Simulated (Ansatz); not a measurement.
Steps from a short run of molecular dynamics on a 2×2×2 supercell (24 atoms) of CaF2 (Fm-3m), relaxed with r2SCAN; forces from PBEsol in the plane-wave code Ansatz, 2×2×2 mesh, Fermi-Dirac smearing of 0.052 eV, a Langevin thermostat at fixed volume, set at 600 K. Classical nuclei, no spin polarisation; a few dozen steps show the first response, not equilibrium.

Cell vectors in Å:
```
0.0000 5.4392 5.4392
5.4392 0.0000 5.4392
5.4392 5.4392 0.0000
```

Question: At 16 fs the positions in Å are
```
Ca  -0.029   0.031  -0.049
F    1.202   1.417   1.436
F    4.176   4.039   4.105
Ca   2.714   2.742   0.070
F    4.043   4.106   1.236
F    6.730   6.886   4.130
Ca   2.665  -0.051   2.719
F    4.087   1.376   3.923
F    6.799   4.007   6.708
Ca   5.498   2.752   2.668
F    6.829   4.137   4.222
F    9.492   6.696   6.849
Ca  -0.061   2.785   2.730
F    1.302   4.008   4.084
F    4.214   6.821   6.690
Ca   2.762   5.506   2.759
F    4.054   6.649   4.102
F    6.911   9.495   6.786
Ca   2.713   2.687   5.515
F    4.132   4.053   6.766
F    6.776   6.715   9.375
Ca   5.471   5.353   5.469
F    6.829   6.848   6.747
F    9.385   9.507   9.510
```
What are the forces, and how far does the free energy (smearing included) lie above that of step 0, with the atoms on their sites?

Answer: 37.6 meV an atom; forces in eV/Å:
```
Ca  -0.043  -0.097  -0.097
F    0.630  -0.540  -0.498
F   -0.347  -0.152  -0.325
Ca   0.137  -0.527  -0.293
F    0.443  -0.051   0.544
F    0.278  -0.463  -0.216
Ca   0.164   0.778   0.206
F   -0.074  -0.215   0.482
F   -0.042   0.348   0.930
Ca  -0.451  -0.211   0.062
F    0.081  -0.407  -1.085
F    0.071   0.579  -0.436
Ca   0.287  -0.537   0.355
F    0.120   0.541   0.067
F   -0.626   0.032   0.431
Ca  -0.212  -0.987  -0.252
F   -0.026   0.705  -0.025
F   -0.489   0.355   0.203
Ca   0.211  -0.066  -1.014
F   -0.366   0.014   0.336
F   -0.127   0.476   0.663
Ca  -0.119   0.794  -0.217
F    0.065  -0.341   0.391
F    0.436  -0.029  -0.212
```

Question: At 40 fs the positions in Å are
```
Ca  -0.088   0.046  -0.177
F    1.139   1.340   1.414
F    4.337   3.987   3.984
Ca   2.700   2.715   0.131
F    4.000   4.097   1.163
F    6.756   6.910   4.241
Ca   2.559  -0.107   2.755
F    4.100   1.318   3.777
F    6.768   4.042   6.820
Ca   5.471   2.783   2.522
F    6.837   4.171   4.191
F    9.437   6.656   6.801
Ca  -0.108   2.824   2.767
F    1.368   3.995   4.066
F    4.358   6.847   6.612
Ca   2.740   5.519   2.773
F    4.080   6.658   4.201
F    6.974   9.495   6.850
Ca   2.795   2.618   5.490
F    4.236   4.035   6.828
F    6.790   6.703   9.348
Ca   5.523   5.341   5.486
F    6.871   6.820   6.841
F    9.293   9.489   9.463
```
What are the forces, and how far does the free energy (smearing included) lie above that of step 0, with the atoms on their sites?

Answer: 73.3 meV an atom; forces in eV/Å:
```
Ca   0.186  -0.126   0.141
F    0.611  -0.118  -0.284
F   -0.958   0.130   0.258
Ca  -0.210  -0.582  -0.631
F    0.681   0.156   0.582
F    0.231  -0.514  -0.532
Ca   0.605   1.310   0.147
F   -0.193  -0.087   0.781
F    0.430  -0.072   0.402
Ca  -0.050  -0.513   0.427
F    0.101  -0.698  -0.376
F    0.438   0.619  -0.399
Ca   0.738  -1.112   0.523
F   -0.071   0.569   0.315
F   -1.131   0.222   0.543
Ca   0.158  -1.032  -0.119
F   -0.315   0.452  -0.740
F   -0.571  -0.238  -0.716
Ca  -0.188   0.379  -0.640
F   -1.033   0.172  -0.410
F   -0.380   0.656   1.045
Ca  -0.242   0.719  -0.223
F    0.300  -0.126  -0.205
F    0.865  -0.167   0.112
```

Question: At 52 fs the positions in Å are
```
Ca  -0.131   0.097  -0.264
F    1.172   1.284   1.360
F    4.308   4.005   3.911
Ca   2.708   2.662   0.134
F    4.005   4.073   1.186
F    6.796   6.855   4.254
Ca   2.550  -0.112   2.807
F    4.039   1.266   3.764
F    6.805   4.076   6.944
Ca   5.466   2.781   2.481
F    6.823   4.098   4.105
F    9.427   6.752   6.730
Ca  -0.092   2.766   2.800
F    1.401   4.068   4.082
F    4.266   6.880   6.611
Ca   2.742   5.490   2.789
F    4.101   6.740   4.200
F    6.955   9.521   6.864
Ca   2.856   2.611   5.420
F    4.215   4.070   6.853
F    6.728   6.761   9.425
Ca   5.538   5.336   5.466
F    6.969   6.800   6.921
F    9.325   9.473   9.450
```
What are the forces, and how far does the free energy (smearing included) lie above that of step 0, with the atoms on their sites?

Answer: 61.8 meV an atom; forces in eV/Å:
```
Ca   0.421  -0.591   0.775
F    0.387   0.252   0.051
F   -0.812   0.177   0.598
Ca  -0.431  -0.182  -0.569
F    0.529   0.431   0.323
F    0.017  -0.295  -0.464
Ca   0.496   0.930  -0.683
F    0.006   0.434   0.678
F    0.141  -0.217  -0.353
Ca   0.230  -0.397   0.341
F   -0.245  -0.507   0.473
F    0.783  -0.040   0.041
Ca   0.527  -0.515   0.036
F   -0.189   0.065   0.348
F   -0.349  -0.280   0.457
Ca   0.174  -0.520  -0.063
F   -0.216   0.028  -0.832
F   -0.447  -0.491  -0.841
Ca  -0.624   0.915  -0.193
F   -0.498   0.013  -0.500
F    0.108   0.399   0.495
Ca  -0.272   0.472   0.226
F   -0.464   0.079  -0.660
F    0.729  -0.159   0.319
```

Question: At 64 fs the positions in Å are
```
Ca  -0.137   0.108  -0.341
F    1.202   1.259   1.300
F    4.260   4.061   3.869
Ca   2.710   2.640   0.120
F    4.026   4.066   1.252
F    6.865   6.795   4.216
Ca   2.570  -0.101   2.818
F    4.026   1.224   3.773
F    6.845   4.094   7.057
Ca   5.486   2.756   2.459
F    6.800   3.975   4.009
F    9.485   6.845   6.661
Ca  -0.066   2.680   2.848
F    1.410   4.159   4.095
F    4.167   6.882   6.612
Ca   2.724   5.449   2.785
F    4.120   6.814   4.151
F    6.945   9.514   6.827
Ca   2.910   2.618   5.355
F    4.176   4.111   6.869
F    6.643   6.816   9.564
Ca   5.538   5.310   5.436
F    7.015   6.747   6.973
F    9.415   9.474   9.447
```
What are the forces, and how far does the free energy (smearing included) lie above that of step 0, with the atoms on their sites?

Answer: 73.6 meV an atom; forces in eV/Å:
```
Ca   0.381  -1.095   1.791
F    0.391   0.374   0.537
F   -0.442  -0.097   0.804
Ca  -0.563   0.141  -0.437
F    0.259   0.401  -0.075
F   -0.310  -0.142  -0.169
Ca   0.237   0.116  -1.319
F   -0.046   0.959   0.335
F   -0.285  -0.487  -1.092
Ca   0.158  -0.147   0.318
F   -0.096   0.133   0.860
F    0.653  -0.420   0.339
Ca   0.440   0.190  -0.703
F   -0.149  -0.503   0.431
F    0.270  -0.580   0.436
Ca   0.553  -0.156   0.132
F   -0.202  -0.407  -0.474
F   -0.301  -0.520  -0.617
Ca  -0.805   1.226   0.120
F    0.013  -0.101  -0.559
F    0.857   0.580  -0.547
Ca  -0.339   0.266   0.484
F   -0.857   0.420  -0.966
F    0.182  -0.149   0.371
```
